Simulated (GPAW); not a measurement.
# Calculated records

```
Quasiparticle gap of NaF (Villiaumite) in GPAW
1.0
     0.00000    2.31000    2.31000
     2.31000    0.00000    2.31000
     2.31000    2.31000    0.00000
Na F
1 1
Direct
  0.00000 0.00000 0.00000
  0.50000 0.50000 0.50000
# method: DFT, PBE, plane waves, PAW (and 1 further level or step)
# program: GPAW 26.7.0
# settings of one run: cutoff 600 eV, GPAW PAW setups 1.2.1 data release, 6×6×6 k-mesh, nbands 376
# cost: 4 runs, 2.4 min in all on 4 MPI ranks of Intel Xeon Platinum 8259CL at 2.50GHz (Skylake/Cascade Lake), shared host (the runs of this entry)
# notes: The database entry behind the starting cell differs from later determinations by our own check (0.1 to 0.3 % short, probably kX units). The cell and positions come from the Crystallography Open Database and are kept as given unless a step says otherwise. Bands and cutoff are finite, so the gap is not at the basis limit. The miss can reach some tenths of an eV and take either sign; the mesh is an error of its own.
# PBE gap: 6.38 eV, direct
# G0W0 gap on the mesh: 10.59 eV
# GW settings: 6×6×6 mesh, 170 bands, screening to 210 eV, Godby-Needs plasmon pole
# known limits: not at the basis limit
```

[Paths, hosts, dates, memory and timing lines, banners, echoed tables and standing remarks are left out of the program output.]

[Logs are printed without paths, hosts, clocks, repeated set-up lines and the standing remarks that a program may print on its own settings, such as how far it seeks lower states.]

[Runs of the session that timed out or met a known fault of the program may be left out.]

[Hosts, paths, dates, database ids (printed as entryN), source tags and the programs' standing remarks are cut or masked in the printed files.]
